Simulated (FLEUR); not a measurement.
# CuI (Marshite) under changes of volume

One of the cells (27.859 Å³/atom); the others are scaled copies at fixed shape and fractional positions:

```
I Cu
1.0
     0.00000    3.03150    3.03150
     3.03150    0.00000    3.03150
     3.03150    3.03150    0.00000
I Cu
1 1
Direct
  0.00000 0.00000 0.00000
  0.75000 0.75000 0.75000
```

```yaml
Program: FLEUR MaX-R8.1 (later development tree)
Functional: PBEsol
Potentials_or_basis: all-electron
Basis: FLAPW
Kmax: 4.54 1/bohr
k_mesh: 8 × 8 × 8
Occupations: fermi-dirac, width 0.05 eV
Spin: no spin polarisation
```

| volume (Å³/atom) | energy over the lowest point (meV/atom) | gap on the mesh (eV) |
| --- | --- | --- |
| 26.188 | 0.00 | 1.17 |
| 26.745 | ? | ? |
| 27.859 | 14.31 | 1.00 |
| 28.974 | 36.69 | 0.91 |
| 29.531 | 50.90 | 0.87 |

What does the run at 26.745 Å³/atom give?

Energy over the lowest point 1.65 meV/atom; gap on the mesh 1.11 eV.

Worked out: A Birch-Murnaghan fit of order 2 (a polynomial in V^(-2/3)) to the other rows has its minimum at 26.15 Å³/atom, just outside them, with B0 = V·E''(V) = 46 GPa. It gives 1.84 meV/atom at 26.745 Å³/atom, against the run's 1.65. A parabola through the other rows of the gap, of slope -2.83 eV per unit of ln V (its deformation potential) there, gives 1.11 eV, against the run's 1.11.

Energies are extrapolated to zero smearing.

Caveats: spin-orbit coupling is left out, which moves the levels of the heavy elements.
